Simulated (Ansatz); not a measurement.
**TiSi₂: opening a crack plane**

TiSi₂, Cmcm, a = 3.517 Å, b = 13.348 Å, c = 3.556 Å. This isn't the usual stable structure of the compound. Ansatz: PBEsol, PAW, 420 eV, Γ-centred 13×13×4 mesh on 12 atoms, Gaussian smearing 0.15 eV; no spin polarisation. One cut on (0-10) per cell of 12 atoms is opened rigidly by x, between planes of Ti and Si that stand 1.96 Å apart; y is the energy per area (12.505 Å², 1 eV/Å² = 16.02 J/m²).

| x (Å) | y (J/m²) |
| --- | --- |
| 0.00 | 0.000 |
| 0.25 | 0.315 |
| 0.50 | ? |
| 1.00 | 2.420 |
| 2.00 | 4.013 |
| 3.00 | 4.466 |
| 6.00 | 4.616 |

**Question.** Fit the universal binding curve y = W[1 − (1 + x/l) e^(−x/l)] to the other rows, give the peak stress, and predict the missing value.

**Answer.** Least squares gives W = 4.62 J/m² and l = 0.569 Å. The stress dy/dx peaks at x = l with W/(e l) = 29.9 GPa, for rigid faces. At x = 0.50: x/l = 0.879, y = 1.015 J/m². The run gave 0.985 J/m², so the fit is 0.030 J/m² too high, a small miss on the scale of the series.